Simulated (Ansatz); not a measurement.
The elements of this relaxed trial crystal are hidden behind letters.

```
lattice vectors (Å)
   0.0000    2.1220    2.1220
   2.1220    0.0000    2.1220
   2.1220    2.1220    0.0000
fractional positions
X 0.5000 0.5000 0.5000
Z 0.0000 0.0000 0.0000
```

The calculation used DFT PBE, scalar-relativistic, plane waves, PAW in Ansatz. The final run on the 2-atom cell used 420 eV, a Γ-centred 22×22×22 mesh, 0.10 eV smearing and no spin polarisation.

| Item | Value |
| --- | --- |
| Space group | Fm-3m (No. 225) |
| Conventional cell | a = 4.244 Å |
| Volume per atom | 9.56 Å³ |
| Density | 6.91 g/cm³ |
| Formation energy | −0.39 eV/atom |
| Gap on the 22×22×22 mesh of the 2-atom cell | 0 eV (a metal) |

Energies are uncorrected and count from the elements' standard states at the same level.

Question: X is a d-block element of period 4 and Z is a p-block element of period 2. Which elements are they?

Answer: X = Cu, Z = O, so the formula is CuO, here in the rock salt type. Density times volume gives a mean mass of 6.91 × 9.56/1.6605 = 39.8 u per atom, and this set has 39.8 u. Around Cu lie 6 O at 2.12 Å; around O lie 6 Cu at 2.12 Å. Other sets within the hints have nearly the same mass, so mass alone doesn't settle it; this one was computed.

In such compounds of Cu a zero gap at this level may well be an artefact, since no Hubbard U is applied. An odd number of electrons in the primitive cell allows no gap without spin; a larger cell or a magnetic state could open one. A structure relaxed within its symmetry needn't be a true minimum.
